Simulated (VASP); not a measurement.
# AlN (P6_3mc) in VASP: phonons with LDA

Aim: the phonons of AlN with LDA.

Program: VASP 6.6.1. These are calculated values, not measurements. Logs are shortened: lines on timing, memory, paths and dates and some standing lists are left out, and cuts for length are marked.

**1. Starting point**

Symmetry: P6_3mc, No. 186, hexagonal system. Conventional cell: a = 3.076 Å, b = 3.076 Å, c = 4.955 Å, α = 90.00°, β = 90.00°, γ = 120.00°. Around Al (site symmetry 3m) lie 4 N at 1.87 to 1.89 Å. Around N (site symmetry 3m) lie 4 Al at 1.87 to 1.89 Å.

The cell was built by a generator and needn't be a form met in nature.

**2. Phonons, LDA**

INCAR

```
PREC     = Accurate       # precision mode
ENCUT    = 520            # plane-wave cutoff, eV
EDIFF    = 1E-8           # SCF threshold, eV
ISMEAR   = 0              # smearing method
SIGMA    = 0.01           # smearing width, eV
LREAL    = F              # projectors in reciprocal space
LASPH    = T              # aspherical terms in the spheres
NELM     = 100            # most SCF steps
ALGO     = Fast           # electronic algorithm
ISIF     = 2              # what is computed and relaxed
LWAVE    = F              # write WAVECAR
LCHARG   = F              # write CHGCAR
GGA      = CA             # functional
NBANDS   = 16             # bands
IBRION   = 8              # ionic algorithm
NSW      = 1              # ionic steps
LEPSILON = T              # dielectric tensor by DFPT
```

KPOINTS

```
regular mesh
0
Gamma
  8 8 5
```

POSCAR

```
AlN
1.0
    3.0763685530      0.0000000000      0.0000000000
   -1.5381842765      2.6642133183      0.0000000000
    0.0000000000      0.0000000000      4.9550627584
Al N
2 2
Direct
    0.3333333333      0.6666666667      0.0006008042
    0.6666666667      0.3333333333      0.5006008042
    0.3333333333      0.6666666667      0.3813991958
    0.6666666667      0.3333333333      0.8813991958
```

Potentials or basis: VASP PAW LDA potentials, release 64 (Al, N).

Command:

```sh
cat potpaw_LDA.64/Al/POTCAR potpaw_LDA.64/N/POTCAR > POTCAR
mpirun -np 1 vasp_std > vasp.out
```

OUTCAR:

```text
PREC = Accurate
   ENCUT = 520
   EDIFF = 1E-8
   ISMEAR = 0
   LREAL = F
   LASPH = T
   NELM = 100
   ISIF = 2
   GGA = CA
   IBRION = 8
   NSW = 1
   LEPSILON = T

 ion  position               nearest neighbor table
   1  0.333  0.667  0.001-   4 1.87   4 1.87   4 1.87   3 1.89   2 3.05   2 3.05   2 3.05   2 3.05
                             2 3.05   2 3.05
   2  0.667  0.333  0.501-   3 1.87   3 1.87   3 1.87   4 1.89   1 3.05   1 3.05   1 3.05   1 3.05
                             1 3.05   1 3.05
   3  0.333  0.667  0.381-   2 1.87   2 1.87   2 1.87   1 1.89
   4  0.667  0.333  0.881-   1 1.87   1 1.87   1 1.87   2 1.89

  LATTYP: Found a hexagonal cell.
 ALAT       =     3.0763685530
 C/A-ratio  =     1.6106856747

  Lattice vectors:

 A1 = (   3.0763685530,   0.0000000000,   0.0000000000)
 A2 = (  -1.5381842765,   2.6642133183,   0.0000000000)
 A3 = (   0.0000000000,   0.0000000000,   4.9550627584)

Analysis of symmetry for initial positions (statically):
=====================================================================
 Subroutine PRICEL returns:
 Original cell was already a primitive cell.

 Routine SETGRP: Setting up the symmetry group for a
 hexagonal supercell.

 Subroutine GETGRP returns: Found 12 space group operations
 (whereof  6 operations were pure point group operations)
 out of a pool of 24 trial point group operations.

The static configuration has the point symmetry C_3v.
 The point group associated with its full space group is C_6v.

Analysis of symmetry for dynamics (positions and initial velocities):
=====================================================================
 Subroutine PRICEL returns:
 Original cell was already a primitive cell.

 Routine SETGRP: Setting up the symmetry group for a
 hexagonal supercell.

 Subroutine GETGRP returns: Found 12 space group operations
 (whereof  6 operations were pure point group operations)
 out of a pool of 24 trial point group operations.

The dynamic configuration has the point symmetry C_3v.
 The point group associated with its full space group is C_6v.

 Subroutine INISYM returns: Found 12 space group operations
 (whereof  6 operations are pure point group operations),
 and found     1 'primitive' translations

----------------------------------------------------------------------------------------

                                     Primitive cell

  volume of cell :      40.6122

  direct lattice vectors                    reciprocal lattice vectors
     3.076368553  0.000000000  0.000000000     0.325058582  0.187672660  0.000000000
    -1.538184277  2.664213318  0.000000000     0.000000000  0.375345320  0.000000000
     0.000000000  0.000000000  4.955062758     0.000000000  0.000000000  0.201813791

  length of vectors
     3.076368553  3.076368553  4.955062758     0.375345320  0.375345320  0.201813791

  position of ions in fractional coordinates (direct lattice)
     0.333333333  0.666666667  0.000600804
     0.666666667  0.333333333  0.500600804
     0.333333333  0.666666667  0.381399196
     0.666666667  0.333333333  0.881399196

  ion indices of the primitive-cell ions
   primitive index   ion index
                 1           1
                 2           2
                 3           3
                 4           4

----------------------------------------------------------------------------------------
[... 627 lines left out ...]

--------------------------------------- Ionic step        2  -------------------------------------------

------------------------ aborting loop because EDIFF is reached ----------------------------------------

--------------------------------------- Ionic step        3  -------------------------------------------

------------------------ aborting loop because EDIFF is reached ----------------------------------------

 PIEZOELECTRIC TENSOR FIELD DIRECTION 3  (e Angst)
 -----------------------------------------------------------------------------
     0.65403 -0.00000 -0.00000           (  0.00997 -0.00000  0.00000)
     0.00000  0.65403 -0.00000           (  0.00000  0.00997  0.00000)
    -0.00000  0.00000 -1.00422           (  0.00000  0.00000 -0.01133)

 PIEZOELECTRIC TENSOR FIELD DIRECTION 3  (C/m^2)
 -----------------------------------------------------------------------------
     0.25802 -0.00000 -0.00000
     0.00000  0.25802 -0.00000
    -0.00000  0.00000 -0.39617

[... ionic steps 4 to 9 ...]

--------------------------------------- Ionic step       10  -------------------------------------------

------------------------ aborting loop because EDIFF is reached ----------------------------------------

[... ionic steps 11 to 11 ...]

--------------------------------------- Ionic step       12  -------------------------------------------

 Free energy of the ion-electron system (eV)
  ---------------------------------------------------
  ---------------------------------------------------
  free energy    TOTEN  =        -0.25099287 eV

  energy without entropy =       -0.25099287

------------------------ aborting loop because EDIFF is reached ----------------------------------------

 INTERNAL STRAIN TENSOR  FOR ION    3  DIRECTION 3   (eV/Angst):
 -----------------------------------------------------------------------------
     6.22581  0.00000  0.00000
     0.00000  6.22581  0.00000
     0.00000 -0.00000-13.08941

 MACROSCOPIC STATIC DIELECTRIC TENSOR (including local field effects in DFT)
 ------------------------------------------------------
           4.391976     0.000000     0.000000
          -0.000000     4.391976     0.000000
           0.000000     0.000000     4.617874
 ------------------------------------------------------

 PIEZOELECTRIC TENSOR (including local field effects)  for field in x, y, z        (e  Angst)
          XX          YY          ZZ          XY          YZ          ZX
  --------------------------------------------------------------------------------
  x     0.00000    -0.00000     0.00000    -0.00000     0.00000     0.84934
  y     0.00000     0.00000     0.00000     0.00000     0.84933     0.00000
  z     0.65403     0.65403    -1.00422     0.00000     0.00000     0.00000

 PIEZOELECTRIC TENSOR (including local field effects)  for field in x, y, z        (C/m^2)
          XX          YY          ZZ          XY          YZ          ZX
  --------------------------------------------------------------------------------
  x     0.00000    -0.00000     0.00000    -0.00000     0.00000     0.33507
  y     0.00000     0.00000     0.00000     0.00000     0.33507     0.00000
  z     0.25802     0.25802    -0.39617     0.00000     0.00000     0.00000

 BORN EFFECTIVE CHARGES (including local field effects) (in |e|, cummulative output)
 ---------------------------------------------------------------------------------
 ion    1
    1     2.50856     0.00000     0.00000
    2     0.00000     2.50856    -0.00000
    3     0.00000    -0.00000     2.66690
 ion    2
    1     2.50856     0.00000     0.00000
    2     0.00000     2.50856     0.00000
    3    -0.00000     0.00000     2.66690
 ion    3
    1    -2.50856     0.00000     0.00000
    2     0.00000    -2.50856     0.00000
    3     0.00000    -0.00000    -2.66690
 ion    4
    1    -2.50856     0.00000     0.00000
    2     0.00000    -2.50856     0.00000
    3     0.00000     0.00000    -2.66690

 INTERNAL STRAIN TENSOR FOR ION    4 for displacements in x,y,z  (eV/Angst):
          X           Y           Z          XY          YZ          ZX
  --------------------------------------------------------------------------------
  x    -0.00000     0.00000     0.00000    11.52544     0.00000     6.03996
  y    11.52544   -11.52544     0.00000     0.00000     6.04730    -0.00000
  z     6.22581     6.22581   -13.08941     0.00000     0.00000     0.00000

 SECOND DERIVATIVES (NOT SYMMETRIZED)
 ------------------------------------
               1X          1Y          1Z          2X          2Y          2Z          3X          3Y          3Z          4X          4Y          4Z
  1X   -16.859535   -0.000000    0.000000    0.670164   -0.000000   -0.000000    1.461562    0.000000    0.000000   14.727809   -0.000000    0.000000
  1Y     0.000000  -16.859535    0.000000   -0.000000    0.670164    0.000000   -0.000000    1.461562    0.000000    0.000000   14.727809    0.000000
  1Z     0.000000    0.000000  -22.294074    0.000000   -0.000000    8.747181    0.000000    0.000000    6.881876    0.000000    0.000000    6.665017
  2X     0.670164   -0.000000   -0.000000  -16.859535   -0.000000    0.000000   14.727809    0.000000    0.000000    1.461562    0.000000    0.000000
  2Y    -0.000000    0.670164   -0.000000    0.000000  -16.859535    0.000000    0.000000   14.727809    0.000000    0.000000    1.461562    0.000000
  2Z    -0.000000    0.000000    8.747181    0.000000    0.000000  -22.294074    0.000000    0.000000    6.665017    0.000000    0.000000    6.881876
  3X     1.459687   -0.000000   -0.000000   14.724024    0.000000    0.000000  -16.912039    0.000000    0.000000    0.728328   -0.000000    0.000000
  3Y     0.000000    1.459687    0.000000    0.000000   14.724024    0.000000    0.000000  -16.912039    0.000000   -0.000000    0.728328    0.000000
  3Z     0.000000    0.000000    6.858345   -0.000000    0.000000    6.677586    0.000000    0.000000  -20.739225    0.000000    0.000000    7.203294
  4X    14.724024    0.000000    0.000000    1.459687   -0.000000    0.000000    0.728328    0.000000    0.000000  -16.912039    0.000000    0.000000
  4Y     0.000000   14.724024    0.000000   -0.000000    1.459687    0.000000   -0.000000    0.728328    0.000000    0.000000  -16.912039    0.000000
  4Z     0.000000   -0.000000    6.677586    0.000000   -0.000000    6.858345    0.000000    0.000000    7.203294    0.000000    0.000000  -20.739225

 Eigenvectors and eigenvalues of the dynamical matrix
 ----------------------------------------------------

   1 f  =   22.086019 THz   138.770551 2PiTHz  736.710300 cm-1    91.340395 meV
             X         Y         Z           dx          dy          dz
     -0.000000  1.776142  0.002977    -0.000000    0.000000    0.008555
      1.538184  0.888071  2.480508    -0.000000    0.000000   -0.008555
     -0.000000  1.776142  1.889857     0.000000   -0.000000   -0.707055
      1.538184  0.888071  4.367388     0.000000   -0.000000    0.707055
[... 71 lines left out ...]
  12 f/i=    0.003638 THz     0.022855 2PiTHz    0.121334 cm-1     0.015044 meV
             X         Y         Z           dx          dy          dz
     -0.000000  1.776142  0.002977     0.000000    0.000000   -0.573664
      1.538184  0.888071  2.480508     0.000000    0.000000   -0.573664
     -0.000000  1.776142  1.889857     0.000000    0.000000   -0.413413
      1.538184  0.888071  4.367388     0.000000    0.000000   -0.413413

--------------------------------------------------------------------------------------------------------

 MACROSCOPIC STATIC DIELECTRIC TENSOR IONIC CONTRIBUTION
 ------------------------------------------------------
           3.464438     0.000000    -0.000000
           0.000000     3.464438    -0.000000
          -0.000000    -0.000000     4.680464
 ------------------------------------------------------

 ELASTIC MODULI CONTR FROM IONIC RELAXATION (kBar)
 Direction    XX          YY          ZZ          XY          YZ          ZX
 --------------------------------------------------------------------------------
 XX        -828.0692    375.1378    476.1439      0.0000     -0.0000     -0.0000
 YY         375.1378   -828.0692    476.1439      0.0000      0.0000      0.0000
 ZZ         476.1439    476.1439  -1001.0919     -0.0000     -0.0000     -0.0000
 XY           0.0000      0.0000     -0.0000   -601.6035     -0.0000      0.0000
 YZ          -0.0000      0.0000     -0.0000     -0.0000   -163.4449     -0.0000
 ZX          -0.0000      0.0000     -0.0000      0.0000     -0.0000   -174.0399
 --------------------------------------------------------------------------------

 PIEZOELECTRIC TENSOR IONIC CONTR  for field in x, y, z        (C/m^2)
          XX          YY          ZZ          XY          YZ          ZX
  --------------------------------------------------------------------------------
  x    -0.00000     0.00000    -0.00000     0.00000    -0.00000    -0.73066
  y    -0.00000     0.00000    -0.00000    -0.00000    -0.70807    -0.00000
  z    -0.96876    -0.96876     2.03683     0.00000     0.00000     0.00000
```

Run time: 10 min. Hardware: 1 thread of AMD EPYC 7R43 (Zen 3), shared host; peak memory 0.32 GiB.

Results:

```yaml
Electronic_dielectric_tensor_diagonal: 4.39, 4.39, 4.62
Born_charges_mean_of_the_diagonal: Al +2.56; N -2.56 e
Highest_phonon_frequency_at_Γ_LO-TO_splitting_left_out: 737 cm⁻¹
```

Phonon frequencies in cm⁻¹ (negative: imaginary):
```tsv
q point	frequencies
(0.000, 0.000, 0.000)	0 0 0 237 237 559 632 680 680 691 691 737
```

Electronic dielectric tensor:
```
4.39 0.00 0.00
0.00 4.39 0.00
0.00 0.00 4.62
```

Born effective charge tensors (e):
atom 1, Al
```
2.51 0.00 0.00
0.00 2.51 0.00
0.00 0.00 2.67
```
atom 2, Al
```
2.51 0.00 0.00
0.00 2.51 0.00
0.00 0.00 2.67
```
atom 3, N
```
-2.51  0.00  0.00
 0.00 -2.51  0.00
 0.00  0.00 -2.67
```
atom 4, N
```
-2.51  0.00  0.00
 0.00 -2.51  0.00
 0.00  0.00 -2.67
```

Caveat: the atoms weren't relaxed first, which shifts response properties.
